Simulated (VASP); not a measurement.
Pd:

```
Pd
1.0
    -1.54077    1.54077    1.54077
     1.54077   -1.54077    1.54077
     1.54077    1.54077   -1.54077
Pd
1
Direct
  0.00000 0.00000 0.00000
```

This isn't the form of Pd at room conditions, which is fcc.

Base run:

| Property | Result |
| --- | --- |
| Program | VASP 6.6.1 |
| Functional | PBEsol |
| Potentials or basis | VASP PAW PBE potentials, release 64 (Pd) |
| Cutoff | 900 eV |
| k mesh | 18 × 18 × 18 |
| Occupations | gaussian, width 0.1 eV |
| Spin | no spin polarisation |

Its results: band gap on the k mesh none (metal or under the smearing width); pressure 0.1 GPa.

Task: The run is repeated on the same cell with these changes: functional from PBEsol to r2SCAN; cutoff from 900 eV to 520 eV. What comes out?

Result: Band gap on the k mesh none (metal or under the smearing width); pressure 5.9 GPa.

Caveats: the PAW data sets were made with another functional, which shifts forces and pressure a little.
